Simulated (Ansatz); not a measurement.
An input for Ansatz 0.2.0 (Re):

File input.yaml:

```yaml
crystal:
  lattice:
    - [-0.011774, 2.023275, 1.965767]
    - [1.910221, 0.037529, 1.916464]
    - [3.965392, 4.092894, -0.069892]
  atoms:
    - { symbol: Re, position: [0.986542, 0.010466, 0.005363] }
    - { symbol: Re, position: [0.986542, 0.010466, 0.505363] }
kpoints:
  mp_grid: { grid: [12, 12, 12] }
scf:
  occupations: { method: fermi_dirac, width: 0.1 }
hamiltonian:
  xc: rpbe
  pseudopotentials: { kind: all_electron, lapw: { basis_error: 0.001 } }
  hubbard:
    sites: [{ species: Re, l: d, u_eff: 8 }]
    double_counting: fll
    projectors: ortho-atomic
output:
  forces: true
  stress: true
  eigenvalues: true
  hubbard: {}
```

Potentials or basis: all-electron LAPW, scalar-relativistic.

Command:

```console
$ ansatz run input.yaml --threads 1 --pin off --max-ram 3072MiB --backend cpu --events-out ev --progress --plain --runs-dir out
```

Does this run start?

The run stopped without a result. It printed:

Output:

```text
[... 13 lines left out ...]
Error: memory limit exceeded: the `scf loop` phase needs 3.40 GiB against the run's memory maximum of 3.00 GiB; largest carriers: full-potential states 1.28 GiB, full-potential basis 1.05 GiB, wavefunctions 0.54 GiB, unmodelled-tail allowance 0.28 GiB, full-potential band sums 0.19 GiB; a smaller basis.ecutwfc or, where none is typed, a larger hamiltonian.pseudopotentials.lapw.basis_error lowers the `full-potential` rows, and so do fewer k-points and bands; a later phase of this entry needs more than this one; wavefunction blocks cannot be spilled: the DFT+U terms tabulate every k-point at once
with nothing else changed it takes a maximum of at least 3.40 GiB, with nothing to spare, and 3.74 GiB leaves up to a tenth: --max-ram 3.74GiB where that set the maximum, else more of the term that did, and with no share typed, where 3.74 GiB is over 0.88 of the host's memory or its container's li
```
